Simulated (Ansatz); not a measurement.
# B on Cu(110): change of the work function, part 2 of 2

Aim: the work function of Cu(110) at several coverages of B (hollow site), and the dipole that each adsorbate carries.

Ansatz 0.2.0; plane-wave DFT, PBE, Ansatz PAW.

So far, work function, upper face (eV): step 2 (the clean slab) 4.35; step 3 (21 atoms, coverage 0.25 ML, cell 2x2) 4.91; step 4 (22 atoms, coverage 0.5 ML, cell 2x2) 5.24; step 5 (6 atoms, coverage 1 ML, cell 1x1) 5.24.

## 6. Work function against coverage

This step: plane-wave DFT, PBE, Ansatz PAW; work function against coverage (Ansatz 0.2.0).

The runs are now put side by side.

This step gave:

```
work function of the clean face     : 4.346 eV
largest change of the work function : 0.8968 eV
```

The work function of the covered face by coverage:

```csv
coverage (adsorbates/nm²),work function of the covered face (eV)
0.00,4.35
2.71,4.91
5.43,5.24
10.85,5.24
```

The dipole per adsorbate comes from the change of the cell's dipole. Coverage, by row:

```csv
coverage (1/nm²),coverage (ML),work function (eV),change (eV),"dipole per adsorbate, positive end outwards (debye)",mean height of the added atoms over the highest substrate atom (Å)
2.713,0.25,4.912,0.5666,-0.39,0.4677
5.426,0.5,5.243,0.8968,-0.337,0.3316
10.85,1,5.238,0.8919,-0.181,0.1631
```

## 7. The slab at 0.25 ML, atoms frozen

This step: plane-wave DFT, PBE, Ansatz PAW (Ansatz 0.2.0).

System of this step: Cu20B (B/Cu(110)). The cell holds 21 atoms: 20 Cu and 1 B. Cell: a = 7.220 Å, b = 5.105 Å, c = 23.550 Å, α = 90.0°, β = 90.0°, γ = 90.0°. Vacuum lies along c.

To see where the charge goes, the covered slab, the bare substrate and the adsorbate layer are each run at the same frozen positions and on the same grid.

Input file input.yaml:

```yaml
crystal:
  lattice:
    - [7.22, 0.0, 0.0]
    - [0.0, 5.1053109602, 0.0]
    - [0.0, 0.0, 23.5502359614]
  atoms:
    - { symbol: Cu, position: [0.0, 0.0, 0.382161776] }
    - { symbol: Cu, position: [0.25, 0.25, 0.43635774] }
    - { symbol: Cu, position: [-0.0120117777, -0.0017985826, 0.4929780431] }
    - { symbol: Cu, position: [0.25, 0.25, 0.5376022436] }
    - { symbol: Cu, position: [0.0286538893, 0.0046535098, 0.6028799114] }
    - { symbol: Cu, position: [0.0, 0.5, 0.382161776] }
    - { symbol: Cu, position: [0.25, 0.75, 0.43635774] }
    - { symbol: Cu, position: [-0.0120117777, 0.5017985826, 0.4929780431] }
    - { symbol: Cu, position: [0.25, 0.75, 0.5423678607] }
    - { symbol: Cu, position: [0.0286538893, 0.4953464902, 0.6028799114] }
    - { symbol: Cu, position: [0.5, 0.0, 0.382161776] }
    - { symbol: Cu, position: [0.75, 0.25, 0.43635774] }
    - { symbol: Cu, position: [0.5120117777, -0.0017985826, 0.4929780431] }
    - { symbol: Cu, position: [0.75, 0.25, 0.5551924564] }
    - { symbol: Cu, position: [0.4713461107, 0.0046535098, 0.6028799114] }
    - { symbol: Cu, position: [0.5, 0.5, 0.382161776] }
    - { symbol: Cu, position: [0.75, 0.75, 0.43635774] }
    - { symbol: Cu, position: [0.5120117777, 0.5017985826, 0.4929780431] }
    - { symbol: Cu, position: [0.75, 0.75, 0.5572980152] }
    - { symbol: Cu, position: [0.4713461107, 0.4953464902, 0.6028799114] }
    - { symbol: B, position: [0.25, 0.25, 0.6227381207] }
kpoints:
  mp_grid: { grid: [4, 6, 1] }
hamiltonian:
  xc: pbe
scf:
  occupations: { method: fermi_dirac, width: 0.1 }
  convergence: { dr2_threshold: 1.0e-08 }
efield:
  axis: 3
  dipole_correction: true
  ramp_position: 0.97
  ramp_width: 0.06
output:
  write_potential: true
  write_density: true
  volumetric_format: npy
```

Run with:

```bash
> ansatz run input.yaml --threads 4 --pin off --max-ram 12288MiB --backend cpu --events-out ev --progress --plain --runs-dir out
```

Wall time 2 min (4 threads of Arm Neoverse V2, shared host); peak memory 4.8 GiB; 7.7 min of CPU time.

Numbers from this step:

```yaml
energy_at_zero_smearing: -132650.9365 eV
work_function_upper_face: 4.913 eV
work_function_lower_face: 4.467 eV
dipole_along_the_normal: -0.09066 e·Å
step_between_the_vacuum_levels: 0.4451 eV
```

The work function of the upper face is 4.91 eV.

## 8. The substrate of the 0.25 ML cell alone

System of this step: B/Cu(110), substrate alone, atoms held. The cell holds 20 atoms: 20 Cu. Its edges and angles: a = 7.220 Å, b = 5.105 Å, c = 23.550 Å, α = 90.0°, β = 90.0°, γ = 90.0°. Vacuum lies along c.

The second part, atoms unmoved.

Changes to input.yaml since step 7:

```diff
@@ -26,3 +26,2 @@
     - { symbol: Cu, position: [0.4713461107, 0.4953464902, 0.6028799114] }
-    - { symbol: B, position: [0.25, 0.25, 0.6227381207] }
 kpoints:
```

Wall time 1.8 min (4 threads); peak memory 4.7 GiB.

Numbers from this step:

```yaml
energy_at_zero_smearing: -132495.8304 eV
work_function_upper_face: 4.316 eV
dipole_along_the_normal: -0.003446 e·Å
```

The work function of the upper face is 4.32 eV.

## 9. The adsorbate layer of the 0.25 ML cell alone

System of this step: B/Cu(110), adsorbate layer alone, atoms held. The cell holds 1 atom: 1 B. Cell: a = 7.220 Å, b = 5.105 Å, c = 23.550 Å, α = 90.0°, β = 90.0°, γ = 90.0°. Vacuum lies along c.

The third part; a free layer of atoms may carry a moment, so spin is on.

input.yaml, the sections that differ from step 8:

```yaml
crystal:
  lattice:
    - [7.22, 0.0, 0.0]
    - [0.0, 5.1053109602, 0.0]
    - [0.0, 0.0, 23.5502359614]
  atoms:
    - { symbol: B, position: [0.25, 0.25, 0.6227381207], spin: 1.0 }
magnetization:
  spin_polarized: true
# kpoints, hamiltonian, scf, efield, output: as in step 8
```

Elapsed: 11 s, on 4 threads; peak memory 0.89 GiB; 39 s of CPU time.

This step gave:

| Item | Value |
| --- | --- |
| energy at zero smearing | -149.6508 eV |
| total moment | 0.9987 μB |
| site moments | 0.9352 μB |
| work function, upper face | 4.043 eV |
| dipole along the normal | 8.02e-7 e·Å |

Site moment by atom:

```csv
atom,site moment (μB)
B1,0.935
```

The free layer carries a moment of 1.0 μB a cell.

## 10. Density difference at 0.25 ML

This step: plane-wave DFT, PBE, Ansatz PAW; density difference on adsorption (Ansatz 0.2.0).

The densities of the parts are taken from that of the whole and averaged over planes; the first moment of what is left gives the step in the potential.

Numbers from this step:

| Quantity | Value |
| --- | --- |
| largest charge moved | -0.002651 e/Å² |
| potential step from the moved charge | 0.4284 eV |

Planar mean, whole system less its parts. Table of electron density difference by z:

```csv
z (Å),electron density difference (e/Å³)
3.5,3.8e-7
4.0,9.9e-7
4.5,2.9e-6
5.0,7.8e-6
5.5,2.0e-5
6.0,4.8e-5
6.5,1.1e-4
7.0,2.1e-4
7.5,3.0e-4
8.0,9.8e-5
8.5,-3.4e-4
9.0,-5.1e-4
9.5,-1.5e-4
10.0,1.1e-4
10.5,2.7e-5
11.0,4.7e-4
11.5,-1.6e-4
12.0,-4.9e-4
12.5,7.0e-4
13.0,-0.00130
13.5,8.0e-4
14.0,-0.00302
14.5,-0.00245
15.0,0.00286
15.5,0.00191
16.0,6.9e-4
16.5,1.7e-4
17.0,3.8e-5
17.5,7.6e-6
18.0,1.3e-6
18.5,6.5e-8
```

The electrons moved below z oscillates, so the rows of the table below give means over windows of 1 Å about each position, cut where the curve ends. Its maxima inside the range that stand out by 2 % of the span (Å: e/Å²): 8.1: 3.9e-4, 11.3: 2.4e-4, 12.7: 2.3e-4, 13.7: -3.6e-5. Its minima: 9.6: -8.8e-5, 12.1: -4.9e-5, 13.2: -3.4e-4, 14.7: -0.00265.

Planar mean, whole system less its parts. The electrons moved below z by z; means over each step:

```csv
z (Å),electrons moved below z (e/Å²)
3,7.5e-8
4,6.7e-7
5,5.3e-6
6,3.4e-5
7,1.7e-4
8,3.5e-4
9,8.1e-5
10,-4.8e-5
11,1.4e-4
12,5.6e-5
13,-4.3e-5
14,-9.5e-4
15,-0.00188
16,-2.7e-4
17,-1.3e-5
18,-1.8e-7
```

## 11. A changed input

This step: plane-wave DFT, PBE, Ansatz PAW (Ansatz 0.2.0).

System of this step: Cu5B (B/Cu(110)). The cell holds 6 atoms: 5 Cu and 1 B. Its edges and angles: a = 3.610 Å, b = 2.553 Å, c = 23.550 Å, α = 90.0°, β = 90.0°, γ = 90.0°. Vacuum lies along c.

A run with a changed input: it repeats the earlier run at 1 ML with scf.eigensolver.kind to davidson, basis.precision to f64 and basis.xc_grid to 1.

Input file input.yaml:

```yaml
crystal:
  lattice:
    - [3.61, 0.0, 0.0]
    - [0.0, 2.5526554801, 0.0]
    - [0.0, 0.0, 23.5502359614]
  atoms:
    - { symbol: Cu, position: [0.0, 0.0, 0.382161776] }
    - { symbol: Cu, position: [0.5, 0.5, 0.43635774] }
    - { symbol: Cu, position: [0.0, 0.0, 0.4904084188] }
    - { symbol: Cu, position: [0.5, 0.5, 0.547183149] }
    - { symbol: Cu, position: [0.0, 0.0, 0.5966070142] }
    - { symbol: B, position: [0.5, 0.5, 0.617838224] }
kpoints:
  mp_grid: { grid: [8, 12, 1] }
hamiltonian:
  xc: pbe
scf:
  occupations: { method: fermi_dirac, width: 0.1 }
  convergence: { dr2_threshold: 1.0e-08 }
  eigensolver: { kind: davidson }
efield:
  axis: 3
  dipole_correction: true
  ramp_position: 0.97
  ramp_width: 0.06
relax:
  f_tol: 0.02
  max_steps: 60
  constraints: [{ sites: [0, 1] }]
output:
  bader: true
  write_potential: true
  write_density: true
  volumetric_format: npy
basis:
  precision: f64
  xc_grid: 1
```

Wall time 1.8 min (4 threads); peak memory 0.66 GiB; 7.2 min of CPU time.

Step by step:

```csv
step,energy less that of the first step (eV),largest force component (eV/Å)
1,0.0000,6.0673
2,-0.4607,4.0107
3,-0.9494,0.8771
4,-1.0496,0.2553
5,-1.0666,0.0137
```

Forces are held to the 4 operations that the run works with; a distortion that breaks them can't arise in this run.

The atoms that moved most (Å):

```csv
atom,dx,dy,dz,length
Cu5,0.000,0.000,0.640,0.640
B6,0.000,0.000,0.303,0.303
Cu4,0.000,0.000,-0.042,0.042
Cu3,0.000,0.000,0.040,0.040
```

The relaxed structure:

```
Cu B
1.0
     3.61000    0.00000    0.00000
     0.00000    2.55266    0.00000
     0.00000    0.00000   23.55024
Cu B
5 1
Direct
  0.00000 0.00000 0.38216
  0.50000 0.50000 0.43636
  0.00000 0.00000 0.49212
  0.50000 0.50000 0.54539
  0.00000 0.00000 0.62377
  0.50000 0.50000 0.63070
```

Numbers from this step:

- energy at zero smearing: -33278.8253 eV
- work function, upper face: 5.237 eV
- work function, lower face: 4.454 eV
- dipole along the normal: -0.03991 e·Å
- step between the vacuum levels: 0.7836 eV

```csv
quantity,this run,earlier run,difference
"work function, upper face (eV)",5.237,5.238,-3.4e-4
"work function, lower face (eV)",4.454,4.454,1.0e-4
dipole along the normal (e·Å),-0.03991,-0.03993,2.3e-5
```

Nothing in the table moves by 0.01 in its unit (for the dipole 0.5 % and 5e-5 e·Å). The run took 62 SCF cycles against 60.

## 12. Outcome

* work function of the clean face: 4.35 eV
* work function at 0.25 ML: 4.91 eV
* work function at 0.5 ML: 5.24 eV
* work function at 1 ML: 5.24 eV
* dipole per adsorbate at 0.25 ML, positive end outwards: -0.39 D
* step of the potential from the moved charge at 0.25 ML, upper less lower side, atoms held: 0.428 eV

**Reading.** B raises the work function of Cu(110) at the lowest coverage, by 0.57 eV: the adsorbate layer has its negative end outwards. The dipole per adsorbate falls from 0.39 to 0.18 D as the layer fills. Neighbouring dipoles depolarise each other, and heights and bonding change with coverage too. At some coverage the adsorbate ends level with or under the highest substrate atom. The slab has 5 layers, at the tabulated experimental lattice constant, one starting site was run, and quantum-size effects of a slab this thin can reach one or two tenths of an eV.

[Logs are printed without paths, hosts, clocks, repeated set-up lines and the standing remarks that a program may print on its own settings, such as how far it seeks lower states.]

[Hosts, paths, dates, database ids (printed as entryN), source tags and the programs' standing remarks are cut or masked in the printed files.]

[Maps of the electrostatic potential energy from Ansatz leave out the sawtooth potential of an applied field or a dipole correction, so their vacuum need not be flat; planar profiles and work functions include it.]
